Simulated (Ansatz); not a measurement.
# A defect in a wire: armchair graphene nanoribbon (N = 7, H edges), N in place of one C, part 3 of 4

Aim: how much does this defect scatter, and at which energies?

Ansatz 0.2.0; DFT PBE, plane waves, PAW; relaxation of a wire's period (the session's first sound run).

So far. Step 2 (Relaxation of atoms and period): The cell's length comes to 4.300 Å with spin left out. Step 3 (The perfect wire): At the computed energy nearest the Fermi level there are 0 channels a spin, and the thermal average gives 1.4e-13 G₀; the gap is 1.57 eV.

## (4) Relaxation of the scattering region

This step: DFT PBE, plane waves, PAW; relaxation of a junction in a wire, ends held (Ansatz 0.2.0).

System of this step: armchair graphene nanoribbon (N = 7, H edges), N in place of one C. The cell holds 126 atoms: 97 C, 28 H and 1 N. Its edges and angles: a = 16.232 Å, b = 7.000 Å, c = 30.099 Å, α = 90.0°, β = 90.0°, γ = 90.0°. Regions: held atoms, 72 atoms (56 C and 16 H); free atoms, 54 atoms (41 C, 12 H and 1 N). Vacuum lies along a and b. The structure's axis is c.

54 atoms at the defect are free to relax, while 72 stay where the perfect wire has them, so that the ends still repeat as a lead. The cutoff is set under the files' recommended one to save time.

The input, input.yaml:

```yaml
crystal:
  lattice:
    - [16.232, 0.0, 0.0]
    - [0.0, 7.0, 0.0]
    - [0.0, 0.0, 30.0987486095]
  atoms:
    - { symbol: C, position: [0.27384413, 0.5, 0.001052437] }
    - { symbol: C, position: [0.423835595, 0.5, 0.999963325] }
    - { symbol: C, position: [0.576164405, 0.5, 0.999963325] }
    - { symbol: C, position: [0.72615587, 0.5, 0.001052437] }
    - { symbol: C, position: [0.27384413, 0.5, 0.046566611] }
    - { symbol: C, position: [0.423835595, 0.5, 0.047655723] }
    - { symbol: C, position: [0.576164405, 0.5, 0.047655723] }
    - { symbol: C, position: [0.72615587, 0.5, 0.046566611] }
    - { symbol: H, position: [0.214810776, 0.5, 0.063659105] }
    - { symbol: H, position: [0.785189224, 0.5, 0.063659105] }
    - { symbol: C, position: [0.348109842, 0.5, 0.071306449] }
    - { symbol: C, position: [0.5, 0.5, 0.071620984] }
    - { symbol: C, position: [0.651890158, 0.5, 0.071306449] }
    - { symbol: C, position: [0.348109842, 0.5, 0.119169742] }
    - { symbol: C, position: [0.5, 0.5, 0.118855206] }
    - { symbol: C, position: [0.651890158, 0.5, 0.119169742] }
    - { symbol: H, position: [0.214810776, 0.5, 0.126817085] }
    - { symbol: H, position: [0.785189224, 0.5, 0.126817085] }
    - { symbol: C, position: [0.27384413, 0.5, 0.143909579] }
    - { symbol: C, position: [0.423835595, 0.5, 0.142820468] }
    - { symbol: C, position: [0.576164405, 0.5, 0.142820468] }
    - { symbol: C, position: [0.72615587, 0.5, 0.143909579] }
    - { symbol: C, position: [0.27384413, 0.5, 0.189423754] }
    - { symbol: C, position: [0.423835595, 0.5, 0.190512865] }
    - { symbol: C, position: [0.576164405, 0.5, 0.190512865] }
    - { symbol: C, position: [0.72615587, 0.5, 0.189423754] }
    - { symbol: H, position: [0.214810776, 0.5, 0.206516248] }
    - { symbol: H, position: [0.785189224, 0.5, 0.206516248] }
    - { symbol: C, position: [0.348109842, 0.5, 0.214163592] }
    - { symbol: C, position: [0.5, 0.5, 0.214478127] }
    - { symbol: C, position: [0.651890158, 0.5, 0.214163592] }
    - { symbol: C, position: [0.348109842, 0.5, 0.262026885] }
    - { symbol: C, position: [0.5, 0.5, 0.261712349] }
    - { symbol: C, position: [0.651890158, 0.5, 0.262026885] }
    - { symbol: H, position: [0.214810776, 0.5, 0.269674228] }
    - { symbol: H, position: [0.785189224, 0.5, 0.269674228] }
    - { symbol: C, position: [0.27384413, 0.5, 0.286766722] }
    - { symbol: C, position: [0.423835595, 0.5, 0.285677611] }
[... 6 lines left out ...]
    - { symbol: H, position: [0.214810776, 0.5, 0.349373391] }
    - { symbol: H, position: [0.785189224, 0.5, 0.349373391] }
[... 6 lines left out ...]
    - { symbol: H, position: [0.214810776, 0.5, 0.412531371] }
    - { symbol: H, position: [0.785189224, 0.5, 0.412531371] }
[... 8 lines left out ...]
    - { symbol: H, position: [0.214810776, 0.5, 0.492230534] }
    - { symbol: H, position: [0.785189224, 0.5, 0.492230534] }
    - { symbol: "N", position: [0.348109842, 0.5, 0.499877877], spin: 0.3 }
[... 5 lines left out ...]
    - { symbol: H, position: [0.214810776, 0.5, 0.555388514] }
    - { symbol: H, position: [0.785189224, 0.5, 0.555388514] }
[... 8 lines left out ...]
    - { symbol: H, position: [0.214810776, 0.5, 0.635087676] }
    - { symbol: H, position: [0.785189224, 0.5, 0.635087676] }
[... 6 lines left out ...]
    - { symbol: H, position: [0.214810776, 0.5, 0.698245657] }
    - { symbol: H, position: [0.785189224, 0.5, 0.698245657] }
[... 8 lines left out ...]
    - { symbol: H, position: [0.214810776, 0.5, 0.777944819] }
    - { symbol: H, position: [0.785189224, 0.5, 0.777944819] }
[... 6 lines left out ...]
    - { symbol: H, position: [0.214810776, 0.5, 0.8411028] }
    - { symbol: H, position: [0.785189224, 0.5, 0.8411028] }
[... 6 lines left out ...]
    - { symbol: C, position: [0.576164405, 0.5, 0.90479858] }
    - { symbol: C, position: [0.72615587, 0.5, 0.903709468] }
    - { symbol: H, position: [0.214810776, 0.5, 0.920801962] }
    - { symbol: H, position: [0.785189224, 0.5, 0.920801962] }
    - { symbol: C, position: [0.348109842, 0.5, 0.928449306] }
    - { symbol: C, position: [0.5, 0.5, 0.928763841] }
    - { symbol: C, position: [0.651890158, 0.5, 0.928449306] }
    - { symbol: C, position: [0.348109842, 0.5, 0.976312599] }
    - { symbol: C, position: [0.5, 0.5, 0.975998064] }
    - { symbol: C, position: [0.651890158, 0.5, 0.976312599] }
    - { symbol: H, position: [0.214810776, 0.5, 0.983959943] }
    - { symbol: H, position: [0.785189224, 0.5, 0.983959943] }
magnetization:
  spin_polarized: true
kpoints:
  mp_grid: { grid: [1, 1, 1] }
scf:
  occupations: { method: fermi_dirac, width: 0.1 }
hamiltonian:
  xc: pbe
relax:
  constraints:
    - { sites: [0, 1, 2, 3, 4, 5, 6, 7, 8, 9, 10, 11, 12, 13, 14, 15, 16, 17, 18, 19, 20, 21, 22, 23, 24, 25, 26, 27, 28, 29, 30, 31, 32, 33, 34, 35, 90, 91, 92, 93, 94, 95, 96, 97, 98, 99, 100, 101, 102, 103, 104, 105, 106, 107, 108, 109, 110, 111, 112, 113, 114, 115, 116, 117, 118, 119, 120, 121, 122, 123, 124, 125] }
  f_tol: 0.06
  max_steps: 35
basis:
  ecutwfc: "350 eV"
```

Command:

```bash
> ansatz run input.yaml --threads 4 --pin off --max-ram 16384MiB --backend cpu --events-out ev --progress --plain --runs-dir out
```

Numbers of over 12 decimals in the logs are rounded to 6 here.

Output:

```text
[...]
Crystal: 126 atoms, lattice volume = 3419.940 Å³
Basis set: ecut = 350 eV, 50895 PW (Γ), exchange–correlation on 200×90×384 points (8 copies of the dense FFT grid, shifted against one another)
Bands: 337, of which v1, the nominal top of the filled ones, is band 211 counted from 1 (210 counted from 0)
Symmetry: 2 space group operations
[...]
k-points: 1
[...]
Starting moments: Σ|m| = 0.3 μB on 1 of 126 sites
[...]
SCF iter   1: F=—  HF=-25235.922983 eV  |F-HF|=—  |Δ(HF+E_count)|=         —  Δρ=3.62e-2 (↑3.62e-2 ↓3.62e-2)  dr2=1.86e2  dr2_m=3.31e-2  M=0.040 μB ∫|m|=0.174 μB  β_m=0.30  ethr=3.10e-3  ⟨swp⟩=7.5  Hψ=3389  notcnv=0  defer=95
[...]
spin=Collinear: Resta preconditioning applied to the charge; magnetization (m = ρ↑ − ρ↓) channel mixes plain (no charge-response kernel on spin).
SCF iter   2: F=—  HF=-25189.520639 eV  |F-HF|=—  |Δ(HF+E_count)|=    4.64e1  Δρ=2.30e-2 (↑2.29e-2 ↓2.30e-2)  dr2=6.86e1  dr2_m=1.80e-2  M=0.089 μB ∫|m|=0.129 μB  β_m=0.30  ethr=3.10e-3  ⟨swp⟩=3.0  Hψ=1264  notcnv=0  defer=200
[...]
spin=Collinear: LDOS preconditioning applied to the charge; magnetization (m = ρ↑ − ρ↓) channel mixes plain (no charge-response kernel on spin).
SCF iter   3: F=—  HF=-25166.680062 eV  |F-HF|=—  |Δ(HF+E_count)|=    2.28e1  Δρ=8.48e-3 (↑8.17e-3 ↓8.48e-3)  dr2=1.73e1  dr2_m=1.14e-2  M=0.057 μB ∫|m|=0.227 μB  β_m=0.30  ethr=3.10e-3  ⟨swp⟩=4.0  Hψ=1304  notcnv=0  defer=201
[...]
SCF iter   7: F=—  HF=-25164.034545 eV  |F-HF|=—  |Δ(HF+E_count)|=   3.93e-2  Δρ=8.21e-4 (↑7.00e-4 ↓8.21e-4)  dr2=7.63e-2  dr2_m=1.17e-3  M=0.037 μB ∫|m|=0.074 μB  β_m=0.30  ethr=6.63e-5  ⟨swp⟩=3.0  Hψ=916  notcnv=0  defer=186
[...]
spin-set hold released at iteration 7 (site moments contracting): the magnetisation degrees of freedom join the quasi-Newton model from the next iteration; the mixer history was flushed
SCF iter   8: F=—  HF=-25164.040390 eV  |F-HF|=—  |Δ(HF+E_count)|=   5.84e-3  Δρ=6.71e-4 (↑5.50e-4 ↓6.71e-4)  dr2=5.25e-2  dr2_m=6.91e-4  M=0.032 μB ∫|m|=0.056 μB  β_m=0.65  ethr=1.81e-5  ⟨swp⟩=2.5  Hψ=732  notcnv=0  defer=184
[...]
SCF iter  14: F=-25164.057965 eV  HF=-25164.057959 eV  |F-HF|=6.39e-6  |Δ(HF+E_count)|=   1.61e-5  Δρ=6.49e-6 (↑6.49e-6 ↓5.53e-6)  dr2=6.34e-6  dr2_m=1.59e-7  M=0.001 μB ∫|m|=0.004 μB  ethr=9.84e-9  ⟨swp⟩=3.0  Hψ=1299  notcnv=0
WARN: the starting moments were not kept: the SCF closed with an absolute magnetisation of 3.9e-3 μB, where they sum to 0.3 μB in size (1 site). That is at most 0.1 of that sum. Measured as dr2_m measures the in/out step, that magnetisation stands 2.5e-7 eV from none, at or under the dr2_threshold of 9.0e-5 eV: it is no larger than a step whose dr2_m would equal this threshold. The system may hold no moment; this SCF [...]
SCF 1 converged in 14 iterations: F = -25164.057965 eV  dr2 = 6.34e-6
[...]
relax step   1: F+E_penalty+E_count = -25164.05796535 eV  Δ(F+E_penalty+E_count) = +0.000e0 eV  max|allowed force component| = 1.069e0 eV/Å  Δτ_max = 0.0000 Å  (14 SCF iters, dr2 threshold 9.00e-5 eV, accepted)
[...]
Starting moments: Σ|m| = 0.3 μB on 1 of 126 sites; this step starts from the density that it was given
[...]
SCF iter   7: F=-25164.152909 eV  HF=-25164.152945 eV  |F-HF|=3.55e-5  |Δ(HF+E_count)|=   7.07e-7  Δρ=1.18e-5 (↑1.18e-5 ↓1.11e-5)  dr2=4.51e-5  dr2_m=2.01e-7  M=0.000 μB ∫|m|=0.001 μB  ethr=1.70e-8  ⟨swp⟩=3.0  Hψ=1477  notcnv=0
the starting moments were not kept: the SCF closed with an absolute magnetisation of 1.3e-3 μB, where they sum to 0.3 μB in size (1 site). That is at most 0.1 of that sum. Measured as dr2_m measures the in/out step, that magnetisation stands 3.2e-8 eV from none, at or under the dr2_threshold of 7.1e-5 eV: it is no larger than a step whose dr2_m would equal this threshold.
SCF 2 converged in 7 iterations: F = -25164.152909 eV  dr2 = 4.51e-5
[...]
relax step   2: F+E_penalty+E_count = -25164.15290941 eV  Δ(F+E_penalty+E_count) = -9.494e-2 eV  max|allowed force component| = 4.225e-1 eV/Å  Δτ_max = 0.1109 Å  (7 SCF iters, dr2 threshold 7.15e-5 eV, accepted)
SCF iter   1: F=—  HF=-25164.175435 eV  |F-HF|=—  |Δ(HF+E_count)|=         —  Δρ=5.14e-4 (↑5.14e-4 ↓5.11e-4)  dr2=2.29e-2  dr2_m=2.12e-5  M=0.000 μB ∫|m|=0.002 μB  β_m=0.30  ethr=4.21e-5  ⟨swp⟩=4.0  Hψ=1652  notcnv=0  defer=184
[...]
SCF iter   7: F=-25164.170028 eV  HF=-25164.170034 eV  |F-HF|=6.34e-6  |Δ(HF+E_count)|=   7.91e-8  Δρ=4.86e-6 (↑4.86e-6 ↓4.83e-6)  dr2=8.19e-6  dr2_m=3.05e-8  M=0.000 μB ∫|m|=0.000 μB  ethr=2.65e-9  ⟨swp⟩=3.0  Hψ=1481  notcnv=0
[...]
SCF 3 converged in 7 iterations: F = -25164.170028 eV  dr2 = 8.19e-6
[...]
relax step   3: F+E_penalty+E_count = -25164.17002760 eV  Δ(F+E_penalty+E_count) = -1.712e-2 eV  max|allowed force component| = 9.007e-2 eV/Å  Δτ_max = 0.0445 Å  (7 SCF iters, dr2 threshold 1.12e-5 eV, accepted)
SCF iter   1: F=—  HF=-25164.170935 eV  |F-HF|=—  |Δ(HF+E_count)|=         —  Δρ=6.64e-5 (↑6.62e-5 ↓6.64e-5)  dr2=3.86e-4  dr2_m=6.54e-8  M=0.000 μB ∫|m|=0.000 μB  β_m=0.30  ethr=1.09e-6  ⟨swp⟩=2.0  Hψ=1214  notcnv=0  defer=184
[...]
SCF iter   7: F=-25164.170771 eV  HF=-25164.170771 eV  |F-HF|=1.36e-8  |Δ(HF+E_count)|=   7.88e-8  Δρ=5.41e-7 (↑5.29e-7 ↓5.41e-7)  dr2=4.15e-8  dr2_m=1.48e-10  M=0.000 μB ∫|m|=0.000 μB  ethr=2.38e-11  ⟨swp⟩=3.0  Hψ=1786  notcnv=0
[...]
SCF 4 converged in 7 iterations: F = -25164.170771 eV  dr2 = 4.15e-8
relax step   4: F+E_penalty+E_count = -25164.17077094 eV  Δ(F+E_penalty+E_count) = -7.433e-4 eV  max|allowed force component| = 2.435e-2 eV/Å  Δτ_max = 0.0053 Å  (7 SCF iters, accepted)
SCF converged after 7 iterations
Magnetization: 0.0000 μB (210.5000 up, 210.5000 down)
Absolute magnetization: 0.0001 μB (∫|ρ↑−ρ↓|, with the PAW one-centre terms)
[...]
Per-site moments (μB) at R_I (Å): [(-1.3772295129714872e-7, 0.448635), (-1.8447443293582666e-7, 0.585928), (-2.1447286450024228e-7, 0.585928), (-1.631955529269599e-7, 0.448635), (1.652170344112941e-7, 0.448635), (2.7436021707334053e-7, 0.585928), (2.1021847748037885e-7, 0.585928), (1.9246672127712273e-7, 0.448635), (-3.635864039928752e-8, 0.448635), (-4.053993512847773e-8, 0.448635), (-2.6211255492324993e-7, 0.584481 [...]
Free energy (F): -25164.170771 eV
[...]
atom  12  C     -0.00946752     0.00000000    -0.02434991
  atom  13  C      0.00315460     0.00000000     0.01002013
  atom  14  C      0.01202942     0.00000000    -0.05950033
  atom  15  C      0.01072843    -0.00000000     0.02927078
  atom  16  C      0.01783867    -0.00000000    -0.01752024
  atom  17  H     -0.03237455    -0.00000000    -0.01632947
  atom  18  H      0.03219986    -0.00000000    -0.01766271
  atom  19  C      0.00548706     0.00000000     0.02757082
  atom  20  C      0.01782387     0.00000000     0.02652513
  atom  21  C     -0.02978717     0.00000000     0.00649361
  atom  22  C     -0.03846025     0.00000000    -0.02338714
  atom  23  C     -0.01171494    -0.00000000    -0.01658212
  atom  24  C      0.09374742     0.00000000    -0.03624160
  atom  25  C      0.00369199     0.00000000    -0.01700407
  atom  26  C     -0.02346140     0.00000000     0.02320926
  atom  27  H     -0.03737197    -0.00000000     0.01570791
  atom  28  H      0.03341627     0.00000000     0.01485341
  atom  29  C     -0.05015765     0.00000000     0.19824861
  atom  30  C     -0.04494398    -0.00000000    -0.05490120
  atom  31  C      0.00872021    -0.00000000     0.00067357
  atom  32  C     -0.00210473    -0.00000000     0.05091663
  atom  33  C      0.01127654     0.00000000     0.10283400
  atom  34  C      0.01618176    -0.00000000    -0.06836542
  atom  35  H      0.02122038     0.00000000     0.07206828
  atom  36  H      0.03518889     0.00000000    -0.05224643
  atom  37  C     -0.00224559    -0.00000000    -0.00466159
  atom  38  C     -0.00690105     0.00000000    -0.00755521
  atom  39  C     -0.00031623     0.00000000     0.00154311
  atom  40  C      0.00047792    -0.00000000    -0.00141930
[...]
atom 115  C     -0.00878937     0.00000000     0.00517212
  atom 116  C     -0.01476427    -0.00000000     0.01183012
  atom 117  H     -0.03272413    -0.00000000     0.01682901
  atom 118  H      0.03242419    -0.00000000     0.01645396
  atom 119  C     -0.02536357     0.00000000     0.01434333
  atom 120  C     -0.00354869     0.00000000    -0.02270429
  atom 121  C     -0.00403565     0.00000000     0.01125110
  atom 122  C     -0.00083170     0.00000000    -0.01512835
  atom 123  C      0.01204217     0.00000000     0.02215655
  atom 124  C      0.00788204     0.00000000    -0.01344351
  atom 125  H     -0.03293085    -0.00000000    -0.01638557
  atom 126  H      0.03272126    -0.00000000    -0.01680665
  max |Σ_I F_I| component: 2.88e-5 eV/Å
--- Relaxed structure (4 steps of the walk, 4 accepted, 0 SCFs on fresh bases) ---
  F+E_penalty+E_count = -25164.17077094 eV   max|allowed force component| = 2.435e-2 eV/Å
  atoms:
    - { symbol: C, position: [0.27384413, 0.500000, 0.001052437] }
    - { symbol: C, position: [0.423835595, 0.500000, 0.999963] }
    - { symbol: C, position: [0.576164405, 0.500000, 0.999963] }
    - { symbol: C, position: [0.726156, 0.500000, 0.001052437] }
    - { symbol: C, position: [0.27384413, 0.500000, 0.046567] }
    - { symbol: C, position: [0.423835595, 0.500000, 0.047656] }
    - { symbol: C, position: [0.576164405, 0.500000, 0.047656] }
    - { symbol: C, position: [0.726156, 0.500000, 0.046567] }
    - { symbol: H, position: [0.214811, 0.500000, 0.063659] }
    - { symbol: H, position: [0.785189, 0.500000, 0.063659] }
    - { symbol: C, position: [0.348109842, 0.500000, 0.071306] }
    - { symbol: C, position: [0.5, 0.500000, 0.071620984] }
    - { symbol: C, position: [0.651890158, 0.500000, 0.071306] }
    - { symbol: C, position: [0.348109842, 0.500000, 0.119170] }
    - { symbol: C, position: [0.5, 0.500000, 0.118855] }
    - { symbol: C, position: [0.651890158, 0.500000, 0.119170] }
    - { symbol: H, position: [0.214811, 0.500000, 0.126817] }
    - { symbol: H, position: [0.785189, 0.500000, 0.126817] }
    - { symbol: C, position: [0.27384413, 0.500000, 0.143910] }
    - { symbol: C, position: [0.423835595, 0.500000, 0.142820] }
    - { symbol: C, position: [0.576164405, 0.500000, 0.142820] }
    - { symbol: C, position: [0.726156, 0.500000, 0.143910] }
    - { symbol: C, position: [0.27384413, 0.500000, 0.189424] }
    - { symbol: C, position: [0.423835595, 0.500000, 0.190513] }
    - { symbol: C, position: [0.576164405, 0.500000, 0.190513] }
    - { symbol: C, position: [0.726156, 0.500000, 0.189424] }
    - { symbol: H, position: [0.214811, 0.500000, 0.206516] }
    - { symbol: H, position: [0.785189, 0.500000, 0.206516] }
    - { symbol: C, position: [0.348109842, 0.500000, 0.214164] }
    - { symbol: C, position: [0.5, 0.500000, 0.214478] }
    - { symbol: C, position: [0.651890158, 0.500000, 0.214164] }
    - { symbol: C, position: [0.348109842, 0.500000, 0.262027] }
    - { symbol: C, position: [0.5, 0.500000, 0.261712] }
    - { symbol: C, position: [0.651890158, 0.500000, 0.262027] }
    - { symbol: H, position: [0.214811, 0.500000, 0.269674228] }
    - { symbol: H, position: [0.785189, 0.500000, 0.269674228] }
    - { symbol: C, position: [0.273760, 0.500000, 0.287042] }
    - { symbol: C, position: [0.423901, 0.500000, 0.285780] }
    - { symbol: C, position: [0.576108, 0.500000, 0.285681] }
    - { symbol: C, position: [0.726101, 0.500000, 0.286678] }
    - { symbol: C, position: [0.273623, 0.500000, 0.332601] }
    - { symbol: C, position: [0.424150, 0.500000, 0.333483] }
    - { symbol: C, position: [0.576314, 0.500000, 0.333338] }
    - { symbol: C, position: [0.726333, 0.500000, 0.332204] }
    - { symbol: H, position: [0.214445, 0.500000, 0.349714] }
    - { symbol: H, position: [0.785477, 0.500000, 0.349250] }
    - { symbol: C, position: [0.348126, 0.500000, 0.357508] }
    - { symbol: C, position: [0.500111, 0.500000, 0.357346] }
    - { symbol: C, position: [0.652190, 0.500000, 0.356910] }
    - { symbol: C, position: [0.348954, 0.500000, 0.404941] }
[...]
- { symbol: H, position: [0.215079, 0.500000, 0.415878] }
    - { symbol: H, position: [0.785832, 0.500000, 0.412240] }
[...]
- { symbol: H, position: [0.222104, 0.500000, 0.495557] }
    - { symbol: H, position: [0.785938, 0.500000, 0.492090] }
    - { symbol: N, position: [0.351277, 0.500000, 0.500183] }
[...]
- { symbol: H, position: [0.215986, 0.500000, 0.554550] }
    - { symbol: H, position: [0.786080, 0.500000, 0.555442] }
[...]
- { symbol: H, position: [0.215571, 0.500000, 0.633811] }
    - { symbol: H, position: [0.785693, 0.500000, 0.635265] }
[...]
- { symbol: H, position: [0.214707, 0.500000, 0.698211] }
    - { symbol: H, position: [0.785286, 0.500000, 0.698263] }
[...]
- { symbol: H, position: [0.214811, 0.500000, 0.777945] }
    - { symbol: H, position: [0.785189, 0.500000, 0.777945] }
[...]
- { symbol: H, position: [0.214811, 0.500000, 0.841103] }
    - { symbol: H, position: [0.785189, 0.500000, 0.841103] }
[...]
- { symbol: C, position: [0.576164405, 0.500000, 0.857106] }
    - { symbol: C, position: [0.726156, 0.500000, 0.858195] }
    - { symbol: C, position: [0.27384413, 0.500000, 0.903709] }
    - { symbol: C, position: [0.423835595, 0.500000, 0.904799] }
    - { symbol: C, position: [0.576164405, 0.500000, 0.904799] }
    - { symbol: C, position: [0.726156, 0.500000, 0.903709] }
    - { symbol: H, position: [0.214811, 0.500000, 0.920802] }
    - { symbol: H, position: [0.785189, 0.500000, 0.920802] }
    - { symbol: C, position: [0.348109842, 0.500000, 0.928449] }
    - { symbol: C, position: [0.5, 0.500000, 0.928764] }
    - { symbol: C, position: [0.651890158, 0.500000, 0.928449] }
    - { symbol: C, position: [0.348109842, 0.500000, 0.976313] }
    - { symbol: C, position: [0.5, 0.500000, 0.975998] }
    - { symbol: C, position: [0.651890158, 0.500000, 0.976313] }
    - { symbol: H, position: [0.214811, 0.500000, 0.983960] }
    - { symbol: H, position: [0.785189, 0.500000, 0.983960] }
[key lines of the parts left out:]
Fermi energy:    -0.467713 eV
```

Elapsed: 2.4 min, on 4 threads of Arm Neoverse V1, shared host; peak memory 4.5 GiB; 9.4 min of CPU time.

The steps of the relaxation:

| step | energy less that of the first step (eV) | largest force component (eV/Å) |
| --- | --- | --- |
| 1 | 0.0000 | 1.0694 |
| 2 | -0.0949 | 0.4225 |
| 3 | -0.1121 | 0.0901 |
| 4 | -0.1128 | 0.0243 |

Forces are held to the 2 operations that the run works with; a distortion that breaks them can't arise in this run.

The atoms that moved most (Å):

| atom | dx | dy | dz | length |
| --- | --- | --- | --- | --- |
| H63 | 0.118 | 0.000 | 0.100 | 0.155 |
| H53 | 0.004 | 0.000 | 0.101 | 0.101 |
| C59 | 0.074 | 0.000 | 0.035 | 0.082 |
| C55 | 0.031 | 0.000 | 0.049 | 0.058 |
| N65 | 0.051 | 0.000 | 0.009 | 0.052 |
| C73 | 0.025 | 0.000 | -0.039 | 0.046 |
| H81 | 0.012 | 0.000 | -0.038 | 0.040 |
| C60 | 0.036 | 0.000 | 0.004 | 0.036 |

Numbers from this step:

| Item | Value |
| --- | --- |
| energy at zero smearing | -25164.0785 eV |

The largest force component on a free atom ends at 0.024 eV/Å, under the limit of 0.06. N ends nearest to C at 1.38 Å, C at 1.41 Å and C at 1.42 Å.

(Part 3 of 4 ends here.)

[Logs are printed without paths, hosts, clocks, repeated set-up lines and the standing remarks that a program may print on its own settings, such as how far it seeks lower states.]

[Hosts, paths, dates, database ids (printed as entryN), source tags and the programs' standing remarks are cut or masked in the printed files.]
